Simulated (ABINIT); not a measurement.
Crystal: WS2 (Tungstenite).

```
W S
1.0
     3.18000    0.00000    0.00000
    -1.59000    2.75396    0.00000
     0.00000    0.00000   12.50000
W S
2 4
Direct
  0.66667 0.33333 0.75000
  0.33333 0.66667 0.25000
  0.66667 0.33333 0.37500
  0.33333 0.66667 0.87500
  0.66667 0.33333 0.12500
  0.33333 0.66667 0.62500
```

Base run:

| Property | Result |
| --- | --- |
| Program | ABINIT 10.8.3 (patched build) |
| Functional | PBE |
| Potentials or basis | JTH PAW PBE v2.0 |
| Cutoff | 544 eV |
| k mesh | 10 × 10 × 3 |
| Occupations | fermi-dirac, width 0.05 eV |
| Spin | no spin polarisation |

Its results: band gap on the k mesh 1.12 eV, indirect (least direct gap 2.09 eV); pressure 2.3 GPa; largest force 0.148 eV/Å.

The run is repeated on the same cell with these changes: k mesh from 10 × 10 × 3 to 8 × 8 × 2. What comes out?

Band gap on the k mesh 1.19 eV, indirect (least direct gap 2.19 eV); pressure 2.3 GPa; largest force 0.148 eV/Å.

Caveats: spin-orbit coupling is left out, which moves the levels of the heavy elements; this functional lacks dispersion, which binds the layers, so the pressure and a relaxed spacing across them are unreliable; an odd mesh through Γ misses points on the zone boundary, where band edges often lie (some runs).

Not every run made on this cell is shown here.
